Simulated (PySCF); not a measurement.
These 3 structures share the formula C6H6O. Method: PBE0-D3(BJ)/def2-SVP geometry optimisation, gas phase in PySCF 2.14.0. Energies are electronic, without zero-point or thermal terms, for one conformer each. No frequencies were run at this level. Point groups hold within 0.08 Å.

Task: Order them by energy at this level, lowest first, and give relative energies in kJ/mol.
A. `[OH:1][c:2]1[cH:3][cH:4][cH:5][cH:6][cH:7]1` with H–O1–C2–C3 180°
B. `[CH2:1]=[CH:2][c:3]1[cH:4][cH:5][cH:6][o:7]1` with C1–C2–C3–C4 180° (vinylfuran)
C. `[OH:1][CH:2]=[C:3]1[CH:4]=[CH:5][CH:6]=[CH:7]1` with H–O1–C2–C3 180°

Result: A (0.0), B (118.2), C (143.2).

As drawn, the lowest has an aromatic ring, which the highest lacks; the highest has a C=C–OH unit and a C=C bond outside aromatic rings, which the lowest lacks.

```json
{"SMILES": "Oc1ccccc1", "E (Eh)": "-306.90471", "E rel (kJ/mol)": "0.0", "dipole (D)": "1.36", "point group": "Cs", "A, B, C (MHz)": "5663, 2629, 1796"}
{"SMILES": "C=Cc1ccco1", "E (Eh)": "-306.85968", "E rel (kJ/mol)": "118.2", "dipole (D)": "0.70", "point group": "Cs", "A, B, C (MHz)": "7893, 2115, 1668"}
{"SMILES": "OC=C1C=CC=C1", "E (Eh)": "-306.85017", "E rel (kJ/mol)": "143.2", "dipole (D)": "3.54", "point group": "Cs", "A, B, C (MHz)": "7520, 1966, 1558"}
```
